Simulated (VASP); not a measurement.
Wanted: the native input for a VASP 6.6.1 run.

- Task: band structure
- Functional: HSE03
- Potentials or basis: VASP PAW PBE potentials, release 64 (C)
- Cutoff: 520 eV
- k mesh: 7 × 7 × 7
- Occupations: fermi-dirac, width 0.05 eV
- Spin: no spin polarisation
- Grid for exact exchange (PRECFOCK): Fast
- Further INCAR settings: ALGO = Normal; EDIFF = 1e-06; NBANDS = 11

C:

```
C
1.0
     0.00000    1.78337    1.78337
     1.78337    0.00000    1.78337
     1.78337    1.78337    0.00000
C
2
Cartesian
  2.6751 2.6751 2.6751
  1.7834 1.7834 1.7834
```

This isn't the form of C at room conditions, which is graphite.

These files were run (other wordings do the same):

POSCAR

```
C
1.0
    0.0000000000      1.7833700000      1.7833700000
    1.7833700000      0.0000000000      1.7833700000
    1.7833700000      1.7833700000      0.0000000000
C
2
Direct
    0.7500000000      0.7500000000      0.7500000000
    0.5000000000      0.5000000000      0.5000000000
```

INCAR.step1

```
SYSTEM = C
PREC = Accurate
ENCUT = 520
EDIFF = 1E-5
ISMEAR = -1
SIGMA = 0.05
LREAL = .FALSE.
LASPH = .TRUE.
NELM = 60
ALGO = Normal
ISIF = 2
LWAVE = .TRUE.
LCHARG = .FALSE.
NBANDS = 11
GGA = PE
```

INCAR.step2

```
SYSTEM = C
PREC = Accurate
ENCUT = 520
EDIFF = 1E-6
ISMEAR = -1
SIGMA = 0.05
LREAL = .FALSE.
LASPH = .TRUE.
NELM = 60
ALGO = Normal
ISIF = 2
LWAVE = .FALSE.
LCHARG = .FALSE.
GGA = PE
LHFCALC = .TRUE.
HFSCREEN = 0.3
PRECFOCK = Fast
NBANDS = 11
ISTART = 1
```

KPOINTS

```
regular mesh
0
G
  7 7 7
  0 0 0
```

KPOINTS_OPT

```
path GXWKGLUWLK,UX
8
line-mode
reciprocal
 0.0000000000  0.0000000000  0.0000000000  G
 0.5000000000  0.0000000000  0.5000000000  X

 0.5000000000  0.0000000000  0.5000000000  X
 0.5000000000  0.2500000000  0.7500000000  W

 0.5000000000  0.2500000000  0.7500000000  W
 0.3750000000  0.3750000000  0.7500000000  K

 0.3750000000  0.3750000000  0.7500000000  K
 0.0000000000  0.0000000000  0.0000000000  G

 0.0000000000  0.0000000000  0.0000000000  G
 0.5000000000  0.5000000000  0.5000000000  L

 0.5000000000  0.5000000000  0.5000000000  L
 0.6250000000  0.2500000000  0.6250000000  U

 0.6250000000  0.2500000000  0.6250000000  U
 0.5000000000  0.2500000000  0.7500000000  W

 0.5000000000  0.2500000000  0.7500000000  W
 0.5000000000  0.5000000000  0.5000000000  L

 0.5000000000  0.5000000000  0.5000000000  L
 0.3750000000  0.3750000000  0.7500000000  K

 0.6250000000  0.2500000000  0.6250000000  U
 0.5000000000  0.0000000000  0.5000000000  X
```

Potentials or basis: VASP PAW PBE potentials, release 64 (C).

Launch:

```sh
$ cat potpaw_PBE.64/C/POTCAR > POTCAR
$ cp INCAR.step1 INCAR
$ mpirun -np 1 vasp_std > vasp.out
$ cp INCAR.step2 INCAR
$ mpirun -np 1 vasp_std > vasp.out
```

Results of the run:

```
Pressure                : -6.9 GPa
Band gap on the k mesh  : 5.17 eV, indirect (least direct gap 6.75 eV)
Band gap along the path : 5.05 eV, indirect (least direct gap 6.75 eV)
```

Caveat: the k mesh is coarse (spacing up to 0.44 Å⁻¹), so the values aren't converged, least of all with exact exchange; the PAW data sets were made with another functional, which shifts forces and pressure a little; the mesh misses the band edges, which the band path finds closer together.

Run time: 8 min on 1 thread of AMD EPYC 9R45 96-Core Processor (Zen 5) (shared host), peak memory 0.2 GiB.
